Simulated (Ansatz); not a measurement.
Equation of state of Na2S under PBEsol

```xyz
3
Lattice="0.0000 3.2735 3.2735 3.2735 0.0000 3.2735 3.2735 3.2735 0.0000" Properties=species:S:1:pos:R:3 pbc="T T T"
S     0.0000    0.0000    0.0000
Na    4.9102    4.9102    4.9102
Na    1.6367    1.6367    1.6367
```

The cell was scaled at fixed shape and fractions and run with Ansatz, Ansatz PAW, cutoff 420 eV; PBEsol, k mesh 7 × 7 × 7 on the cell of 3 atoms, fermi-dirac occupations of 0.05 eV, no spin polarisation, no spin-orbit coupling. The potentials were made for PBE. Energies are those that the program minimises, any entropy of the smearing included.

```csv
V (Å³/atom),energy over the lowest row (meV/atom)
21.9823,3.669
22.4500,0.857
22.9177,0.000
23.3855,?
23.8532,3.366
24.3209,7.251
24.7886,12.404
```

Task: Fit the third-order Birch-Murnaghan form, give V0, B0 and B′, and predict the energy left open.

Result: With y = (V0/V)^(2/3), E = E0 + (9 V0 B0/16) [(y - 1)³ B′ + (y - 1)² (6 - 4y)]. Least squares through the rows shown give V0 = 22.9042 Å³/atom, E0 = -0.001 meV, B0 = 29.48 GPa (1 eV/Å³ = 160.218 GPa) and B′ = 4.29, with a largest miss of 0.001 meV. At V = 23.3855 the form with these constants gives 0.896 meV; the run gave 0.896 meV an atom.
